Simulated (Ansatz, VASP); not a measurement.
**Hg in VASP and in Ansatz**

```
CELL_PARAMETERS angstrom
4.74478 0.00000 0.00000
0.00000 4.74478 0.00000
0.00000 0.00000 4.74478
ATOMIC_POSITIONS crystal
Hg 0.50000 0.00000 0.00000
Hg 0.00000 0.50000 0.00000
Hg 0.00000 0.00000 0.50000
```

Alike in both runs: functional PBE; k mesh 10 × 10 × 10; occupations gaussian, width 0.1 eV; no spin polarisation.

Ansatz relaxed the structure, and its values are those at the end. VASP's run is a single point on that final structure, the one shown.

|  | VASP | Ansatz |
| --- | --- | --- |
| version | VASP 6.6.1 | Ansatz 0.2.0 |
| potentials or method | VASP PAW PBE potentials, release 64 (Hg) | scalar-relativistic, plane waves, PAW |
| plane-wave cutoff (eV) | 520 | 420 |
| valence electrons in the cell | 36 | 60 |

VASP gave:

- gap on the k mesh at the Fermi level (eV): none
- pressure (GPa): 0.1

What did Ansatz give for the same quantities?

gap on the k mesh at the Fermi level (eV): none; pressure (GPa): 0.0.

A gap of «none» marks a metal or a gap that the smearing closes. The two sets of potentials don't hold the same shells in valence.

Spin-orbit coupling is left out, which matters for the levels of Hg.
